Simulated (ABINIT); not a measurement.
Input of an ABINIT 10.8.3 (patched build) run:

File run.abi:

```
# Pseudopotentials
pp_dirpath "./"
pseudos "Zr.upf, C.upf"

# Structure
acell 6.2665181563 6.2665181578 9.9220467205
rprim
     1.0000000000     0.0000000000     0.0000000000
    -0.4999999999     0.8660254039     0.0000000000
     0.0000000000     0.0000000000     1.0000000000
ntypat 2
znucl 40 6
natom 4
typat 1 1 2 2
xred
     0.6666666700     0.3333333300     0.7500000000
     0.3333333300     0.6666666700     0.2500000000
     0.0000000000     0.0000000000     0.5000000000
     0.0000000000     0.0000000000     0.0000000000
chkprim 0
chksymtnons 0
tolsym 1.0e-6

# Plane-wave basis
ecut 41.0

# k points
kptopt 1
ngkpt 7 7 4
nshiftk 1
shiftk 0.0 0.0 0.0

# Exchange and correlation
ixc 7

# Bands and occupations
nband 20
occopt 3
tsmear 0.00183747

# SCF cycle
nstep 100
tolvrs 1.0e-10

# Output
iomode 3
prtwf 0
prtden 0
prteig 0
prtebands 0
enunit 2
```

Potentials or basis: PseudoDojo NC SR LDA v0.4.1 standard.

Run with:

```sh
$ mpirun --bind-to none -np 4 abinit run.abi > log 2>&1
```

(1) What does it give for the pressure?

(2) Predict the band gap on the k mesh.

Results:

(1) -0.1 GPa.

(2) none (metal or under the smearing width).
